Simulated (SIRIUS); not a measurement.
Al in SIRIUS: convergence with k mesh

Crystal: Al.

```
CELL_PARAMETERS angstrom
0.00000 2.02481 2.02481
2.02481 0.00000 2.02481
2.02481 2.02481 0.00000
ATOMIC_POSITIONS crystal
Al 0.00000 0.00000 0.00000
```

```yaml
Program: SIRIUS 7.12.0
Task: convergence study
Functional: PBE
Potentials_or_basis: all-electron FP-LAPW
Cutoff: 158 eV
Basis: apw+lo standard
k_mesh: 2 × 2 × 2
Occupations: fermi-dirac, width 0.05 eV
Spin: no spin polarisation
```

These are the settings of the first run; the series varies k mesh, with any setting tied to it.

Hardware: 1 thread of Arm Neoverse V1, with other jobs on the host.

```
      k mesh  energy less the tightest run, at zero smearing (meV/atom)  SCF cycles  CPU time (s)  peak memory (GiB)
   2 × 2 × 2                                                    -680.13           6           9.8               0.24
   3 × 3 × 3                                                     569.78           7            10               0.24
   5 × 5 × 5                                                      50.94           5            10               0.24
   7 × 7 × 7                                                     -53.47           5            11               0.25
   9 × 9 × 9                                                      21.98           5            11               0.26
11 × 11 × 11                                                     -15.91           5            12               0.28
14 × 14 × 14                                                       0.00           5            15               0.32
```

Not settled before the last step: the energy (to 1 meV/atom). Meshes of other sizes hit other points, so gaps and Fermi surfaces needn't settle smoothly. The tightest run that finished is the yardstick and may itself not be fully converged.
